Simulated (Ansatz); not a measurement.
Runs of Ansatz 0.2.0 on Al. It takes space group Im-3m (No. 229, cubic). The conventional cell has a = 3.182 Å, b = 3.182 Å, c = 3.182 Å, α = 90.00°, β = 90.00°, γ = 90.00°. Around Al (site symmetry m-3m) lie 8 Al at 2.76 Å. This isn't the form of Al at room conditions, which is fcc.

```csv
task,level,potentials or basis,spin,cell,k mesh,cutoff (eV),smearing,driver,conventional,atoms under strain,other keys,gap on the mesh (eV),pressure (GPa),moment (μB)
electron localisation function,PBEsol+d3bj,SSSP efficiency PAW,off,as given,8 × 8 × 8,408,cold 0.1 eV,chain,yes,-,hamiltonian.dispersion = d3bj,none,-0.6,-
elastic constants,LDA,JTH PAW,"collinear, random start",volume scaled by 0.96,6 × 6 × 6,570,gaussian 0.1 eV,chain,yes,relaxed,-,none,3.2,0.00
density of states,exchange-only PBE,Ansatz PAW,"collinear, random start",as given,6 × 6 × 6,420,fermi-dirac 0.05 eV,chain,yes,-,-,none,13.1,0.00
elastic constants,RPBE,Ansatz PAW earlier set,off,as given,7 × 7 × 7,900,fermi-dirac 0.05 eV,chain,yes,relaxed,-,none,(a),-
density of states,exchange-only PBE,Ansatz PAW,"collinear, random start",as given,6 × 6 × 6,420,fermi-dirac 0.05 eV,-,-,-,-,none,13.1,0.00
```

Task: Estimate the missing entries.

Result: (a) 5.1.

Caveats: the cell is more than 3 GPa from zero pressure, which shifts response properties (some runs); the elastic tensor has a negative eigenvalue, so either the cell is unstable as it stands or the mesh is too thin (some runs); the potentials were made for another functional, which shifts forces and pressure (some runs); the starting moments weren't kept (some runs); pairwise dispersion overbinds metals, which lowers pressure and volume (some runs); the PAW data sets come from PBE, with cores solved anew for the run's functional, which leaves a small shift of forces and pressure (some runs).

A gap of «none» marks a metal or a gap under the smearing width.

The runs don't all hold the same shells in valence.
